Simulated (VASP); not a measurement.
Crystal: MoSe2.

```
Mo Se
1.0
     3.24892    0.00000    0.00000
    -1.62446    2.81365    0.00000
     0.00000    0.00000   13.05174
Mo Se
2 4
Direct
  0.33333 0.66667 0.25000
  0.66667 0.33333 0.75000
  0.33333 0.66667 0.62318
  0.66667 0.33333 0.12318
  0.33333 0.66667 0.87682
  0.66667 0.33333 0.37682
```

The cell isn't the ideal one: a relaxed cell with its volume scaled by 0.98.

- Program: VASP 6.6.1
- Task: relaxation of shape and atoms at fixed volume
- Functional: PBEsol
- Potentials or basis: VASP PAW PBE potentials, release 64 (Mo_sv, Se)
- Cutoff: 600 eV
- k mesh: 9 × 9 × 2
- Occupations: gaussian, width 0.03 eV
- Spin: no spin polarisation

At the start: pressure 2.8 GPa; volume 19.88 Å³/atom.

**Question.** Where does the relaxation end?

**Answer.** Over 5 steps the energy falls by 2.9 meV/atom; space group P6_3/mmc (No. 194, to 0.05 Å).

Step by step:
```
step  energy change (eV)  largest force (eV/Å)  pressure (GPa)
   1              0.0000                0.3297            2.79
   2             -0.0104                0.0199            1.37
   3             -0.0104                0.0281            1.41
   4             -0.0150                0.0180            1.04
   5             -0.0171                0.0044            0.58
```

Final structure:
```
Mo Se
1.0
     3.26516    0.00000    0.00000
    -1.63258    2.82771    0.00000
     0.00000    0.00000   12.92223
Mo Se
2 4
Cartesian
  0.0000 1.8851 3.2306
  1.6326 0.9426 9.6917
  0.0000 1.8851 8.0246
  1.6326 0.9426 1.5635
  0.0000 1.8851 11.3587
  1.6326 0.9426 4.8976
```

Caveat: the PAW data sets were made with another functional, which shifts forces and pressure a little; this functional lacks dispersion, which binds the layers, so the pressure and a relaxed spacing across them are unreliable.
